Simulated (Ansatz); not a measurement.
Here is an unrelaxed guess for HfC.

```yaml
crystal:
  lattice:
    - [-2.01633, 2.01633, 1.92664]
    - [2.01633, -2.01633, 1.92664]
    - [2.01633, 2.01633, -1.92664]
  atoms:
    - { symbol: Hf, position: [0.00000, 0.00000, 0.00000] }
    - { symbol: C, position: [0.50000, 0.50000, 0.00000] }
```

The calculation used DFT PBE, scalar-relativistic, plane waves, PAW (Ansatz 0.2.0). Plane waves to 420 eV, a k mesh through Γ of 6×6×6 on the computed 2-atom cell and Gaussian smearing (0.10 eV); no spin polarisation.

Energies over the elements count from the elements' standard structures at the same level, with no fitted energy shifts.

Problem. How far from equilibrium is it?

Solution. The pressure is 12.6 GPa (the mean over three directions, positive in compression), the largest force is 0.00 eV/Å (symmetry fixes the atoms), and the energy is +0.80 eV/atom against the elements. The shortest distance is 1.93 Å.

Problem. Is it a good guess?

Solution. A poor one: relaxing gains about 1.7 eV/atom (the start's value is from the coarse mesh, so the gain is rough) in 12 ionic steps and ends at −0.92 eV/atom on the finer mesh. The symmetry goes from I4/mmm (No. 139) to Fm-3m (No. 225). The end has the rock salt type. The volume per atom shrinks by 19.7 %, from 15.7 to 12.6 Å³. The shortest distance goes from 1.93 Å (Hf–C) to 2.33 Å (Hf–C). Conventional cell: a = 4.651 Å. Hf is surrounded by 6 C at 2.33 Å; C has 6 Hf at 2.33 Å.

The last run used a 20×20×20 mesh for its 2-atom cell and Gaussian smearing of 0.10 eV. Spin–orbit coupling, which can matter for Hf, is left out. The reference form of C is held partly by dispersion forces, which this level lacks. The relaxation can't lower the symmetry of the start, and the grade says only how near the guess is to its own end. A structure relaxed within its symmetry needn't be a true minimum.
